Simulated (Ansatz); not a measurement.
Stress against strain in NaCl

```xyz
2
Lattice="2.8600 0.0000 0.0000 0.0000 2.8600 0.0000 0.0000 0.0000 2.8600" Properties=species:S:1:pos:R:3 pbc="T T T"
Na    0.0000    0.0000    0.0000
Cl    1.4300    1.4300    1.4300
```

Atoms are numbered in the order listed.

The geometry is COD entry 2104025, unchecked; take it as a test cell.

Theory: DFT, PBEsol, all-electron LAPW, scalar-relativistic in Ansatz 0.2.0.

The runs use a Γ-centred 9×9×9 k mesh, Fermi–Dirac smearing of 0.03 eV, basis error target 0.5 meV/atom, no spin polarisation.

The strain is applied along the Cartesian axes of the cell as listed (the other components stay zero). Fractional coordinates are held (clamped ions).

σ is the change of stress from the unstrained cell, which is at 59.4 GPa; tension is positive, so slopes are stress–strain coefficients at that pressure.

Only quantities that a quadratic follows smoothly over the whole series are listed; rougher ones are left out.

```
εxx = εyy  σzz (GPa)  σxx (GPa)
  -0.0200      -6.85     -12.39
   0.0000       0.00       0.00
   0.0100       3.03       5.50
   0.0200       5.82      10.58
```

Question: Fit the series and read off the stiffness at zero strain.

Answer: Least-squares fits y = p0 + p1 x + p2 x² to the rows give σzz (GPa): p1 = 317, p2 = -1300; σxx (GPa): p1 = 574, p2 = -2200. So 2 C12 = 317 GPa and C11 + C12 = 574 GPa.

Question: One run, at εxx = εyy = -0.0100, is withheld. Predict its row.

Answer: The fits give -3.30, -5.97; the run gave -3.29, -5.95.
